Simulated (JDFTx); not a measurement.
## InP: band structure with LDA

**Experimental background.**

From a printed reference work, data compilation, for a bulk crystal of InP at 1.6 K: band gap 1.4236 eV (direct).

InP:

```
In P
1.0
     0.00000    2.93050    2.93050
     2.93050    0.00000    2.93050
     2.93050    2.93050    0.00000
In P
1 1
Cartesian
  0.0000 0.0000 0.0000
  4.3957 4.3957 4.3957
```

```json
{"Program": "JDFTx 1.7.0 (patched build)", "Task": "band structure", "Functional": "LDA", "Potentials or basis": "PseudoDojo-SR-LDA-0.4.1-standard with smoothed tails", "Cutoff": "952 eV", "Density cutoff": "7619 eV", "k mesh": "8 × 8 × 8", "Occupations": "fermi-dirac, width 0.05 eV", "Spin": "no spin polarisation", "Band ratio of the Davidson solver": "1.3", "Local potential set to -Z/r beyond": "6 bohr", "Bands": "15", "Density cutoff over wavefunction cutoff": "8", "Max SCF steps": "30", "SCF threshold on the energy": "1e-06 Ha", "Solver of the electrons": "minimize", "Further solve for the empty bands": "no", "Start": "density of an earlier self-consistent run, held fixed", "Path": "G-X-W-K-G-L-U-W-L-K-U-X"}
```

```yaml
Band_gap_along_the_path: 0.49 eV, direct
```

Levels at the corners of the path, in eV from the valence-band top:
| point | band 5 | band 6 | band 7 | band 8 | band 9 | band 10 | band 11 |
| --- | --- | --- | --- | --- | --- | --- | --- |
| Γ | -14.06 | -11.56 | 0.00 | 0.00 | 0.00 | 0.49 | 3.97 |
| X | -14.02 | -9.14 | -5.88 | -2.36 | -2.36 | 1.61 | 2.12 |
| W | -14.04 | -9.06 | -5.73 | -3.00 | -2.97 | 4.19 | 4.27 |
| K | -14.04 | -9.15 | -5.73 | -3.37 | -1.97 | 2.21 | 4.28 |
| Γ | -14.06 | -11.56 | 0.00 | 0.00 | 0.00 | 0.49 | 3.97 |
| L | -14.05 | -9.81 | -5.84 | -0.99 | -0.99 | 1.31 | 4.70 |
| U | -14.04 | -9.15 | -5.73 | -3.37 | -1.97 | 2.21 | 4.28 |
| W | -14.04 | -9.06 | -5.73 | -3.00 | -2.97 | 4.19 | 4.27 |
| L | -14.05 | -9.81 | -5.84 | -0.99 | -0.99 | 1.31 | 4.70 |
| K | -14.04 | -9.15 | -5.73 | -3.37 | -1.97 | 2.21 | 4.28 |
| U | -14.04 | -9.15 | -5.73 | -3.37 | -1.97 | 2.21 | 4.28 |
| X | -14.02 | -9.14 | -5.88 | -2.36 | -2.36 | 1.61 | 2.12 |

It took 54 s on 1 thread of Arm Neoverse V1 (shared host), peak memory 0.09 GiB.

Measured gap of InP: 1.4236 eV (direct; 1.6 K; a printed reference work, data compilation). This calculation gives 0.49 eV (-0.94 eV). Spin-orbit coupling on In is left out. The value is that of LDA, without temperature or zero-point motion. Semilocal functionals fall short of measured gaps as a rule.

Caveat: spin-orbit coupling is left out, which moves the levels of the heavy elements.
